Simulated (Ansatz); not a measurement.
# Al (Im-3m) in Ansatz: further runs

The runs below take Al through relaxation of cell and atoms, with PBEsol.

Everything below comes from runs of Ansatz 0.2.0. Logs are shortened: lines on timing, memory, paths and dates and some standing lists are left out, and cuts for length are marked.

### 1 The structure

Symmetry: Im-3m, No. 229, cubic system. The conventional cell has a = 3.182 Å, b = 3.182 Å, c = 3.182 Å, α = 90.00°, β = 90.00°, γ = 90.00°. Around Al (site symmetry m-3m) lie 8 Al at 2.76 Å.

This isn't the form of Al at room conditions, which is fcc.

### 2 Relaxation of cell and atoms, PBEsol

input.yaml

```yaml
crystal:
  lattice:
    - [-1.59121869, 1.59121869, 1.59121869]
    - [1.59121869, -1.59121869, 1.59121869]
    - [1.59121869, 1.59121869, -1.59121869]
  atoms:
    - { symbol: Al, position: [0.0, 0.0, 0.0] }
hamiltonian:
  xc: pbesol
  pseudopotentials: { kind: paw }
kpoints:
  mp_grid: { grid: [12, 12, 12] }
scf:
  occupations: { method: fermi_dirac, width: 0.05 }
output:
  forces: true
  stress: true
  eigenvalues: true
relax:
  f_tol: 0.01
  max_steps: 40
  cell: { stress_tol: 0.05 }
```

Potentials or basis: Ansatz PAW.

Launch:

```bash
$ ansatz run input.yaml --threads 2 --pin off --max-ram 5632MiB --backend cpu --events-out ev --progress --plain --runs-dir out
```

Output:

```text
Warning: RAYON_NUM_THREADS=2 ignored (pool sized by the plan → 2); use --threads N
Engine: ansatz 0.2.0, aarch64-unknown-linux-gnu
Pseudopotentials: kind: paw
Pseudopotential: Al, paw, valence charge 3, recommended cutoff 420 eV (normal), Al.paw.azcp
Functional definition: PBEsol
  exchange = pbesol_x
  correlation = pbesol_c
Crystal: 1 atoms, lattice volume = 16.116 Å³
Basis set: ecut = 420 eV, 321 PW (Γ), exchange–correlation on 40×40×40 points (8 copies of the dense FFT grid, shifted against one another)
Bands: 6, of which v1, the nominal top of the filled ones, is band 2 counted from 1 (1 counted from 0)
Symmetry: 48 space group operations
Space group: Im-3m (ITA 229), of the structure as read, at distance tolerance 2.5e-5 Å
k-points: 72 of 1728
Non-local potential: Al, projectors of the file, l = 0: 2, l = 1: 2, l = 2: 1
PAW form: soft (Blöchl's): semilocal exchange-correlation on the pseudo side does not see the compensation charge
PAW frozen core: Al, regenerated for the run's functional, and the local potential with it (the file was generated under x = pbe(κ = 0.804, μ = 0.2195149727645171), c = pbe(β = 0.06672455060314922))
PAW one-centre angular grid: Al, 110 points (default); XC on 64 Gauss nodes
Initial density: superposition of atomic densities (neutral atoms: chi_scale 0, normalization atom), corrected by the library's trained network
Initial wavefunctions: pseudopotential atomic-orbital guess
Functional: x = pbesol(κ = 0.804, μ = 0.12345679012345678), c = pbesol(β = 0.046)
SCF iter   1: F=—  HF=-524.443522 eV  |F-HF|=—  |Δ(HF+E_count)|=         —  Δρ=4.30e-4  dr2=8.12e-6  ethr=1.77e-3  ⟨swp⟩=4.6  Hψ=3864  notcnv=0
preconditioner: auto → none  [metal: Δε(μ)=0.059 eV  Ē_g=13.418 eV  σ=0.050 eV  W_gap=0.28  n_scr=0 (ndim 8)  ℏωp=16.0 eV  f_vac=0.000  D(μ)=0.50/eV (n_scr^D=0)]
SCF iter   2: F=—  HF=-524.443528 eV  |F-HF|=—  |Δ(HF+E_count)|=   5.61e-6  Δρ=2.15e-4  dr2=1.82e-6  ethr=2.71e-7  ⟨swp⟩=2.0  Hψ=1113  notcnv=0
iter 3 did not close the SCF: its close was put off for the readings that it lacked (scf_convergence_deferred on its scf_iter line)
SCF iter   3: F=-524.443528 eV  HF=-524.443528 eV  |F-HF|=5.47e-9  |Δ(HF+E_count)|=   2.69e-7  Δρ=1.30e-5  dr2=2.15e-8  ethr=6.08e-8  ⟨swp⟩=2.1  Hψ=527  notcnv=0
iter 4 did not close the SCF: its close was put off for the readings that it lacked (scf_convergence_deferred on its scf_iter line)
SCF iter   4: F=-524.443528 eV  HF=-524.443528 eV  |F-HF|=2.74e-11  |Δ(HF+E_count)|=   4.69e-9  Δρ=1.20e-6  dr2=6.49e-11  ethr=7.17e-10  ⟨swp⟩=1.3  Hψ=442  notcnv=0
iter 5 did not close the SCF: its close was put off for the readings that it lacked (scf_convergence_deferred on its scf_iter line)
SCF iter   5: F=-524.443528 eV  HF=-524.443528 eV  |F-HF|=2.84e-12  |Δ(HF+E_count)|=  3.75e-12  Δρ=1.24e-7  dr2=2.03e-12  ethr=2.16e-12  ⟨swp⟩=2.2  Hψ=525  notcnv=0
SCF iter   6: F=-524.443528 eV  HF=-524.443528 eV  |F-HF|=2.27e-13  |Δ(HF+E_count)|=  2.84e-12  Δρ=7.31e-9  dr2=7.40e-15  ethr=1.00e-12  ⟨swp⟩=1.9  Hψ=1403  notcnv=0
SCF 1 converged in 6 iterations: F = -524.443528 eV  dr2 = 7.40e-15
relax step   1: F+E_penalty+E_count = -524.44352794 eV  Δ(F+E_penalty+E_count) = +0.000e0 eV  max|allowed force component| = 0.000e0 eV/Å  Δτ_max = 0.0000 Å  P = +2.247 GPa  Ω = 16.116 Å³  (6 SCF iters, dr2 threshold 1.00e-7 eV, accepted)
Crystal: 1 atoms, lattice volume = 16.578 Å³
Initial density: handed on by an earlier stage of this run
Initial wavefunctions: those handed on with the density
iter 1 solved again at ethr=3.23e-6 eV; its pass at ethr=3.10e-3 eV (dr2=9.69e-5 eV) is discarded
SCF iter   1: F=—  HF=-524.446701 eV  |F-HF|=—  |Δ(HF+E_count)|=         —  Δρ=7.51e-4  dr2=1.07e-4  ethr=3.23e-6  ⟨swp⟩=1.9  Hψ=4462  notcnv=0
preconditioner: auto → none  [metal: Δε(μ)=0.088 eV  Ē_g=13.172 eV  σ=0.050 eV  W_gap=0.36  n_scr=0 (ndim 8)  ℏωp=15.8 eV  f_vac=0.000  D(μ)=0.48/eV (n_scr^D=0)]
SCF iter   2: F=—  HF=-524.446609 eV  |F-HF|=—  |Δ(HF+E_count)|=   9.19e-5  Δρ=3.52e-4  dr2=2.33e-5  ethr=3.23e-6  ⟨swp⟩=1.0  Hψ=432  notcnv=0
SCF iter   3: F=-524.446590 eV  HF=-524.446590 eV  |F-HF|=8.76e-10  |Δ(HF+E_count)|=   1.86e-5  Δρ=7.02e-6  dr2=5.68e-9  ethr=3.33e-9  ⟨swp⟩=3.5  Hψ=1807  notcnv=0
SCF 2 converged in 3 iterations: F = -524.446590 eV  dr2 = 5.68e-9
relax step   2: F+E_penalty+E_count = -524.44659042 eV  Δ(F+E_penalty+E_count) = -3.062e-3 eV  max|allowed force component| = 0.000e0 eV/Å  Δτ_max = 0.0000 Å  P = +0.027 GPa  Ω = 16.578 Å³  energy of the carried Pulay correction = -1.494e-4 eV  (3 SCF iters, dr2 threshold 1.00e-7 eV, accepted)
Initial wavefunctions: pseudopotential atomic-orbital guess (no wavefunctions were taken with the density)
iter 1 solved again at ethr=5.35e-10 eV; its pass at ethr=3.10e-3 eV (dr2=1.60e-8 eV) is discarded
SCF iter   1: F=—  HF=-524.446770 eV  |F-HF|=—  |Δ(HF+E_count)|=         —  Δρ=2.49e-5  dr2=1.28e-8  ethr=5.35e-10  ⟨swp⟩=3.2  Hψ=5281  notcnv=0
preconditioner: auto → none  [metal: Δε(μ)=0.089 eV  Ē_g=13.172 eV  σ=0.050 eV  W_gap=0.36  n_scr=0 (ndim 8)  ℏωp=15.8 eV  f_vac=0.000  D(μ)=0.48/eV (n_scr^D=0)]
SCF iter   2: F=—  HF=-524.446780 eV  |F-HF|=—  |Δ(HF+E_count)|=   9.28e-6  Δρ=1.24e-5  dr2=3.07e-9  ethr=4.27e-10  ⟨swp⟩=1.0  Hψ=433  notcnv=0
SCF iter   3: F=-524.446780 eV  HF=-524.446780 eV  |F-HF|=4.55e-12  |Δ(HF+E_count)|=   1.90e-9  Δρ=3.04e-7  dr2=6.21e-12  ethr=1.00e-12  ⟨swp⟩=4.1  Hψ=1524  notcnv=0
SCF 3 converged in 3 iterations: F = -524.446780 eV  dr2 = 6.21e-12
relax step   3: F+E_penalty+E_count = -524.44677954 eV  Δ(F+E_penalty+E_count) = -1.891e-4 eV  max|allowed force component| = 0.000e0 eV/Å  Δτ_max = 0.0000 Å  P = +0.051 GPa  Ω = 16.578 Å³  stress off target by 5.06e-2 GPa  SCF on the basis re-selected at this cell (its energy is not comparable with the rows above)  (3 SCF iters)
basis re-selected at this cell: Δ(F+E_penalty+E_count) = -1.891e-4 eV, ΔP = +0.023 GPa vs the last step (what re-selecting the basis moved, of the pressure what is left beyond the Pulay correction that the steps carried, after the strain that the cell walked since its last selection, with what the two solves' SCF thresholds leave and, on support functions, any second-order correction that the steps lacked; it is no measure of the basis error at this ecutwfc). This SCF's stress stands 5.06e-2 GPa from its target on what of the cell is left free (relax.cell.stress_tol is 5.00e-2 GPa) and its largest allowed force component is 0.00e0 eV/Å (relax.f_tol is 1.00e-2 eV/Å): not within both, so this SCF does not close the relaxation
Crystal: 1 atoms, lattice volume = 16.589 Å³
iter 1 solved again at ethr=1.54e-9 eV; its pass at ethr=3.10e-3 eV (dr2=4.61e-8 eV) is discarded
SCF iter   1: F=—  HF=-524.446768 eV  |F-HF|=—  |Δ(HF+E_count)|=         —  Δρ=1.65e-5  dr2=5.11e-8  ethr=1.54e-9  ⟨swp⟩=2.4  Hψ=4209  notcnv=0
preconditioner: auto → none  [metal: Δε(μ)=0.089 eV  Ē_g=13.166 eV  σ=0.050 eV  W_gap=0.36  n_scr=0 (ndim 8)  ℏωp=15.8 eV  f_vac=0.000  D(μ)=0.48/eV (n_scr^D=0)]
SCF iter   2: F=—  HF=-524.446778 eV  |F-HF|=—  |Δ(HF+E_count)|=   9.32e-6  Δρ=7.83e-6  dr2=1.15e-8  ethr=1.54e-9  ⟨swp⟩=1.0  Hψ=432  notcnv=0
SCF iter   3: F=-524.446778 eV  HF=-524.446778 eV  |F-HF|=1.82e-12  |Δ(HF+E_count)|=   1.41e-8  Δρ=3.06e-7  dr2=1.05e-11  ethr=2.13e-10  ⟨swp⟩=3.0  Hψ=877  notcnv=0
SCF 4 converged in 3 iterations: F = -524.446778 eV  dr2 = 1.05e-11
relax step   4: F+E_penalty+E_count = -524.44677767 eV  Δ(F+E_penalty+E_count) = +1.874e-6 eV  max|allowed force component| = 0.000e0 eV/Å  Δτ_max = 0.0000 Å  P = +0.002 GPa  Ω = 16.589 Å³  energy of the carried Pulay correction = -3.665e-6 eV  (3 SCF iters, dr2 threshold 6.40e-9 eV, accepted)
iter 1 solved again at ethr=1.43e-10 eV; its pass at ethr=3.10e-3 eV (dr2=4.28e-9 eV) is discarded
SCF iter   1: F=—  HF=-524.446776 eV  |F-HF|=—  |Δ(HF+E_count)|=         —  Δρ=1.21e-6  dr2=4.97e-11  ethr=1.43e-10  ⟨swp⟩=3.4  Hψ=5326  notcnv=0
SCF iter   2: F=-524.446785 eV  HF=-524.446785 eV  |F-HF|=2.05e-12  |Δ(HF+E_count)|=   9.36e-6  Δρ=4.74e-7  dr2=3.06e-12  ethr=1.00e-12  ⟨swp⟩=3.4  Hψ=1699  notcnv=0
SCF 5 converged in 2 iterations: F = -524.446785 eV  dr2 = 3.06e-12
relax step   5: F+E_penalty+E_count = -524.44678530 eV  Δ(F+E_penalty+E_count) = -7.635e-6 eV  max|allowed force component| = 0.000e0 eV/Å  Δτ_max = 0.0000 Å  P = +0.003 GPa  Ω = 16.589 Å³  stress off target by 2.66e-3 GPa  SCF on the basis re-selected at this cell (its energy is not comparable with the rows above)  (2 SCF iters)
basis re-selected at this cell: Δ(F+E_penalty+E_count) = -7.635e-6 eV, ΔP = +0.000 GPa vs the last step (what re-selecting the basis moved, of the pressure what is left beyond the Pulay correction that the steps carried, after the strain that the cell walked since its last selection, with what the two solves' SCF thresholds leave and, on support functions, any second-order correction that the steps lacked; it is no measure of the basis error at this ecutwfc). This SCF's stress stands 2.66e-3 GPa from its target on what of the cell is left free (relax.cell.stress_tol is 5.00e-2 GPa) and its largest allowed force component is 0.00e0 eV/Å (relax.f_tol is 1.00e-2 eV/Å): within both
SCF converged after 2 iterations
Free energy (F): -524.446785 eV
Harris-Foulkes:  -524.446785 eV  (|F-HF|=2.05e-12)
Internal energy: -524.442782 eV  (E = F + TS)
E sigma→0 (E₀):  -524.444784 eV
Entropy (-TS):   -0.004003 eV (-4.003 meV/atom)
Fermi energy:    7.798755 eV
--- Per-component energies (eV) ---
  E_band       = 10.349591
  E_kinetic    = 22.679012
  E_local      = 9.698243  (includes V_loc(G=0)·N_el)
  E_nonlocal   = 10.545674
  E_hartree    = 0.064185
  E_xc         = -39.359128
  E_vxc        = -29.086706  (∫ρ·V_xc dr)
  E_paw        = -454.702028  (= ΣΔE_a)
  E_vpaw       = -3.614999  (= ΣTr[D̂ρ^β])
  E_aug_tail   = -0.000002  (compensation charges beyond the density's cutoff)
  E_ewald      = -73.387877
  E_core_change = 0.019139  (= ΣΔE_core)
  E_smearing   = -0.004003  (= −TS)
  E_closure    = -0.000000  (closes the sum)
  Σ components = -524.446785   (vs F -524.446785, Δ=0.00e0)
--- Forces (eV/Å), atoms counted from 1 ---
  atom   1  Al     0.00000000    -0.00000000    -0.00000000
  max |Σ_I F_I| component: 1.59e-32 eV/Å
--- Stress (GPa, compression-positive) ---
        0.002663      -0.000000      -0.000000
       -0.000000       0.002663      -0.000000
       -0.000000       0.000000       0.002663
  P = ⅓ Tr σ = 0.0027 GPa (0.027 kbar)
--- Band table (eV; the first three rows and the last of 72) ---
  k-point 0: bands = ["-3.2536", "20.9382", "20.9382", "20.9382", "22.4112", "22.4112"]
  k-point 1: bands = ["-3.0546", "18.8141", "19.7810", "20.2114", "21.6621", "22.7285"]
  k-point 2: bands = ["-2.4595", "15.4407", "18.4161", "18.8928", "20.3880", "21.5653"]
  k-point 71: bands = ["9.6860", "9.6860", "9.6860", "10.8010", "10.8010", "13.3465"]
--- Relaxed structure (3 steps of the walk, 3 accepted, 2 SCFs on fresh bases) ---
  F+E_penalty+E_count = -524.44678530 eV   max|allowed force component| = 0.000e0 eV/Å   (the final SCF, on the basis selected at the relaxed cell)
  cell:  # Å, volume = 16.5890 Å³
    - [-1.6066449309387054, 1.6066449309387054, 1.6066449309387054]
    - [1.6066449309387054, -1.6066449309387054, 1.6066449309387054]
    - [1.6066449309387054, 1.6066449309387054, -1.6066449309387054]
  atoms:
    - { symbol: Al, position: [0.0, 0.0, 0.0] }
```

Run time: 1.8 s. Hardware: 2 threads of Arm Neoverse V2, shared host; peak memory 0.25 GiB.

What came out:

```yaml
Free_energy: -524.4468 eV
Relaxed_volume: 16.59 Å³/atom
Relaxed_cell: a = 2.783 Å, b = 2.783 Å, c = 2.783 Å, α = 109.47°, β = 109.47°, γ = 109.47°
Space_group_after_relaxing_to_0.05_Å: Im-3m (No. 229)
Energy_gained_by_relaxing: 3.3 meV/atom
Ionic_steps: 5
Pressure_after_relaxing: 0.0 GPa
Band_gap_on_the_k_mesh: none (metal or under the smearing width)
```

Step by step:
| step | energy change (eV) | largest force (eV/Å) | volume (Å³) |
| --- | --- | --- | --- |
| 1 | 0.0000 | 0.0000 | 16.12 |
| 2 | -0.0031 | 0.0000 | 16.58 |
| 3 | -0.0033 | 0.0000 | 16.58 |
| 4 | -0.0032 | 0.0000 | 16.59 |
| 5 | -0.0033 | 0.0000 | 16.59 |

Final structure:
```
Al
1.0
    -1.60664    1.60664    1.60664
     1.60664   -1.60664    1.60664
     1.60664    1.60664   -1.60664
Al
1
Cartesian
  0.0000 0.0000 0.0000
```

Caveat: the plane-wave basis is chosen anew once the cell has moved, so the energies of steps on either side of that aren't comparable; the PAW data sets come from PBE, with cores solved anew for the run's functional, which leaves a small shift of forces and pressure.

### 3 Relaxation of cell and atoms, PBEsol, target pressure 2 GPa, at which the enthalpy is minimised

Changes to input.yaml since step 2:

```diff
@@ -21,2 +21,2 @@
   max_steps: 40
-  cell: { stress_tol: 0.05 }
+  cell: { stress_tol: 0.05, p_target: 2.0 }
```

Potentials or basis: Ansatz PAW.

Launch:

```bash
$ ansatz run input.yaml --threads 2 --pin off --max-ram 5632MiB --backend cpu --events-out ev --progress --plain --runs-dir out
```

Output:

```text
Warning: RAYON_NUM_THREADS=2 ignored (pool sized by the plan → 2); use --threads N
[... 6 set-up lines as earlier in the session ...]
Crystal: 1 atoms, lattice volume = 16.116 Å³
Basis set: ecut = 420 eV, 321 PW (Γ), exchange–correlation on 40×40×40 points (8 copies of the dense FFT grid, shifted against one another)
Bands: 6, of which v1, the nominal top of the filled ones, is band 2 counted from 1 (1 counted from 0)
[... 2 set-up lines as earlier in the session ...]
k-points: 72 of 1728
[... 3 set-up lines as earlier in the session ...]
[... 51 lines left out ...]
  E_paw        = -454.745566  (= ΣΔE_a)
  E_vpaw       = -3.653281  (= ΣTr[D̂ρ^β])
  E_aug_tail   = -0.000002  (compensation charges beyond the density's cutoff)
  E_ewald      = -74.022305
  E_core_change = 0.019139  (= ΣΔE_core)
  E_smearing   = -0.004105  (= −TS)
  E_closure    = 0.000000  (closes the sum)
  Σ components = -524.444191   (vs F -524.444191, Δ=0.00e0)
--- Forces (eV/Å), atoms counted from 1 ---
  atom   1  Al    -0.00000000     0.00000000    -0.00000000
  max |Σ_I F_I| component: 9.50e-33 eV/Å
--- Stress (GPa, compression-positive) ---
        1.993423       0.000000       0.000000
       -0.000000       1.993423       0.000000
       -0.000000      -0.000000       1.993423
  P = ⅓ Tr σ = 1.9934 GPa (19.934 kbar)
--- Band table (eV; the first three rows and the last of 72) ---
  k-point 0: bands = ["-3.1627", "21.3619", "21.3619", "21.3619", "23.0614", "23.0614"]
  k-point 1: bands = ["-2.9603", "19.2557", "20.2570", "20.6197", "22.2328", "23.2208"]
  k-point 2: bands = ["-2.3550", "15.8312", "18.8965", "19.2753", "20.9014", "22.0674"]
  k-point 71: bands = ["10.0002", "10.0002", "10.0002", "11.0318", "11.0318", "13.9255"]
--- Relaxed structure (2 steps of the walk, 2 accepted, 1 SCFs on fresh bases) ---
  F+E_penalty+E_count = -524.44419107 eV   max|allowed force component| = 0.000e0 eV/Å   (the final SCF, on the basis selected at the relaxed cell)
  cell:  # Å, volume = 16.1661 Å³
    - [-1.5928747565084633, 1.5928747565084633, 1.5928747565084633]
    - [1.5928747565084633, -1.5928747565084633, 1.5928747565084633]
    - [1.5928747565084633, 1.5928747565084633, -1.5928747565084633]
  atoms:
    - { symbol: Al, position: [0.0, 0.0, 0.0] }
```

Wall time 1.2 s (2 threads of Arm Neoverse V2, shared host); peak memory 0.25 GiB.

What came out:

```
Free energy                                            : -524.4442 eV
Relaxed volume                                         : 16.17 Å³/atom
Relaxed cell                                           : a = 2.759 Å, b = 2.759 Å, c = 2.759 Å, α = 109.47°, β = 109.47°, γ = 109.47°
Space group after relaxing (to 0.05 Å)                 : Im-3m (No. 229)
Energy change on relaxing (the enthalpy is what falls) : -0.7 meV/atom
Ionic steps                                            : 3
Pressure after relaxing                                : 2.0 GPa
Band gap on the k mesh                                 : none (metal or under the smearing width)
```

Step by step:
```
step  energy change (eV)  largest force (eV/Å)  volume (Å³)
   1              0.0000                0.0000        16.12
   2             -0.0006                0.0000        16.17
   3             -0.0007                0.0000        16.17
```

Final structure:
```
Al
1.0
    -1.59287    1.59287    1.59287
     1.59287   -1.59287    1.59287
     1.59287    1.59287   -1.59287
Al
1
Direct
  0.00000 0.00000 0.00000
```

Caveat: the plane-wave basis is chosen anew once the cell has moved, so the energies of steps on either side of that aren't comparable; the PAW data sets come from PBE, with cores solved anew for the run's functional, which leaves a small shift of forces and pressure.

[end of part 1 of 2]
